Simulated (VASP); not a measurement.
Write the native input for VASP 6.6.1 that does the following.

* Task: relaxation of cell and atoms
* Functional: PBE
* Potentials or basis: VASP PAW PBE potentials, release 64 (Mg, Sb)
* Cutoff: 600 eV
* k mesh: 9 × 9 × 5
* Occupations: gaussian, width 0.03 eV
* Spin: no spin polarisation
* Further INCAR settings: ALGO = Normal; EDIFF = 1e-07; IBRION = 2; EDIFFG = -0.005; NSW = 90; ISIF = 3

The structure of Mg3Sb2 lies in POSCAR:

```
Mg3Sb2                                  
1.0
    4.5956346081     -0.0000000000      0.0000000000
   -2.2978173041      3.9799363171     -0.0000000000
   -0.0000000000     -0.0000000000      7.2737406169
  Mg              Sb            
     3     2
Direct
     0.3333333332999970    0.6666666667000030    0.6320893614191544
     0.6666666667000030    0.3333333332999970    0.3679106385808454
     1.0000000000000000    1.0000000000000000    0.0000000000000000
     0.3333333332999970    0.6666666667000030    0.2254486671126857
     0.6666666667000030    0.3333333332999970    0.7745513328873144
```

The input as run:

INCAR

```
PREC = Accurate ; ENCUT = 600
EDIFF = 1E-7 ; ISMEAR = 0
SIGMA = 0.03 ; LREAL = F
LASPH = T ; NELM = 80
ALGO = Normal ; ISIF = 3
LWAVE = F ; LCHARG = F
GGA = PE ; IBRION = 2
NSW = 90 ; EDIFFG = -0.005
```

KPOINTS

```
regular mesh
0
Gamma
  9 9 5
```

Potentials or basis: VASP PAW PBE potentials, release 64 (Mg, Sb).

The run is started by

```bash
$ cat potpaw_PBE.64/Mg/POTCAR potpaw_PBE.64/Sb/POTCAR > POTCAR
$ mpirun -np 1 vasp_std > vasp.out
```

Results of the run:

```
Pressure after relaxing      : 0.0 GPa
Largest force after relaxing : 0.003 eV/Å
Band gap on the k mesh       : 0.15 eV, indirect (least direct gap 1.01 eV)
```

Caveat: the relaxation stopped at its first step, so nothing moved; spin-orbit coupling is left out, which moves the levels of the heavy elements; an odd mesh through Γ misses points on the zone boundary, where band edges often lie.

Run time: 43 s on 1 thread of Intel(R) Xeon(R) 6975P-C (Granite Rapids) (shared host), peak memory 0.35 GiB.
